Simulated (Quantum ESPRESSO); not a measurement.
**TaN: phonons with PBEsol**

The system is TaN.

```xyz
2
Lattice="0.0000 2.2113 2.2113 2.2113 0.0000 2.2113 2.2113 2.2113 0.0000" Properties=species:S:1:pos:R:3 pbc="T T T"
Ta    2.2113    2.2113    2.2113
N     0.0000    0.0000    0.0000
```

The cell comes from a database or a generator and needn't be the stable form of this composition.

```
Program             : Quantum ESPRESSO 7.5
Task                : phonons
Functional          : PBEsol
Potentials or basis : PseudoDojo 0.4.1 SR PBEsol standard
Cutoff              : 1143 eV
Density cutoff      : 4572 eV
k mesh              : 8 × 8 × 8
Occupations         : cold, width 0.2 eV
Spin                : no spin polarisation
Mixing beta         : 0.5
Most SCF iterations : 120
SCF threshold       : 4e-10 Ry
```

```
Relaxed volume                         : 10.46 Å³/atom
Relaxed cell                           : a = 3.093 Å, b = 3.093 Å, c = 3.093 Å, α = 60.00°, β = 60.00°, γ = 60.00°
Space group after relaxing (to 0.05 Å) : Fm-3m (No. 225)
Pressure after relaxing                : 0.0 GPa
Band gap on the k mesh                 : none (metal or under the smearing width)
Highest phonon frequency at Γ          : 438 cm⁻¹
```

The path:
```
step  energy change (eV)  largest force (eV/Å)  pressure (GPa)  volume (Å³)
   1              0.0000                0.0000          -10.86        21.63
   2             -0.0120                0.0000            8.56        20.45
   3             -0.0244                0.0000           -0.46        20.95
   4             -0.0244                0.0000           -0.02        20.93
   5             -0.0244                0.0000            0.01        20.93
```

Final structure:
```
Ta N
1.0
     0.00000    2.18717    2.18717
     2.18717    0.00000    2.18717
     2.18717    2.18717    0.00000
Ta N
1 1
Cartesian
  2.1872 2.1872 2.1872
  0.0000 0.0000 0.0000
```

Levels at points of the mesh, in eV from the Fermi level:
```csv
k point,band 7,band 8,band 9,band 10,band 11,band 12
"(0.00, 0.00, 0.00)",-3.93,-3.93,-2.22,-2.22,-2.22,0.00
"(0.00, 0.00, -0.50)",-7.77,-7.77,1.90,1.90,1.99,3.75
"(0.00, -0.50, -0.50)",-5.65,-4.73,-4.73,2.11,3.61,3.61
```

Phonon frequencies in cm⁻¹ (negative: imaginary):
```csv
q point,frequencies
"(0.000, 0.000, 0.000)",-8 -8 -8 438 438 438
```

Optical modes at Γ, degenerate ones joined:
```
cm⁻¹  components  symmetry  active in
 439           3       T1u         IR
```

Run time: 4.1 min on 1 thread of Arm Neoverse V2, on a shared host, peak memory 0.06 GiB.

Caveat: the mesh is thin for the phonons of a metal. Spin-orbit coupling is left out, which matters for the levels of Ta.
